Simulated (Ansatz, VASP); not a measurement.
**PbSe in VASP and in Ansatz**

The input POSCAR:

```
PbSe
1.0
    3.8093844655      0.0000000000      0.0000000000
    0.0000000000      3.8093844655      0.0000000000
    0.0000000000      0.0000000000      3.8093844655
Pb Se
1 1
Direct
    0.0000000000      0.0000000000      0.0000000000
    0.5000000000      0.5000000000      0.5000000000
```

File INCAR.step1:

```
PREC = Accurate
ENCUT = 520
ISMEAR = -1
SIGMA = 0.05
LREAL = False
LASPH = True
NELM = 80
NBANDS = 17
GGA = PE
ALGO = Normal
EDIFF = 1E-4
LWAVE = True
LCHARG = False
```

INCAR.step2

```
PREC = Accurate
ENCUT = 520
EDIFF = 1E-6
ISMEAR = -1
SIGMA = 0.05
LREAL = False
LASPH = True
NELM = 80
ALGO = Normal
ISIF = 2
LWAVE = False
LCHARG = False
METAGGA = R2SCAN
LMIXTAU = True
NBANDS = 17
ISTART = 1
```

The input KPOINTS:

```
regular mesh
0
Gamma
  7 7 7
```

File input.yaml:

```yaml
crystal:
  lattice:
    - [3.8093844655, 0.0, 0.0]
    - [0.0, 3.8093844655, 0.0]
    - [0.0, 0.0, 3.8093844655]
  atoms:
    - { symbol: Pb, position: [0.0, 0.0, 0.0] }
    - { symbol: Se, position: [0.5, 0.5, 0.5] }
hamiltonian:
  xc: r2scan
  pseudopotentials: { kind: paw }
kpoints:
  mp_grid: { grid: [7, 7, 7] }
scf:
  occupations: { method: fermi_dirac, width: 0.05 }
output:
  forces: true
  stress: true
  eigenvalues: true
```

Measurements of this composition are mostly on another form, of space group No. 225.

Alike in both runs: task single point; functional r2SCAN; k mesh 7 × 7 × 7; occupations fermi-dirac, width 0.05 eV; no spin polarisation.

```csv
,VASP,Ansatz
version,VASP 6.6.1,Ansatz 0.2.0
potentials or method,"VASP PAW PBE potentials, release 64 (Pb_d, Se)",Ansatz PAW
plane-wave cutoff (eV),520,500
valence electrons in the cell,20,30
```

Ansatz gave:

* gap on the k mesh at the Fermi level (eV): 0.13
* least direct gap on the mesh (eV): 1.28
* pressure (GPa): -1.7

Which values does VASP return?

gap on the k mesh at the Fermi level (eV): 0.13; least direct gap on the mesh (eV): 1.27; pressure (GPa): -1.7.

The two sets of potentials don't hold the same shells in valence.

Caveats: the PAW data sets were made with another functional, which shifts forces and pressure a little (VASP); spin-orbit coupling is left out, which as a rule narrows the gap of such compounds by several tenths of an eV (VASP); an odd mesh through Γ misses points on the zone boundary, where band edges often lie (VASP); the PAW data sets come from PBE, with cores solved anew for the run's functional, which leaves a small shift of forces and pressure (Ansatz).
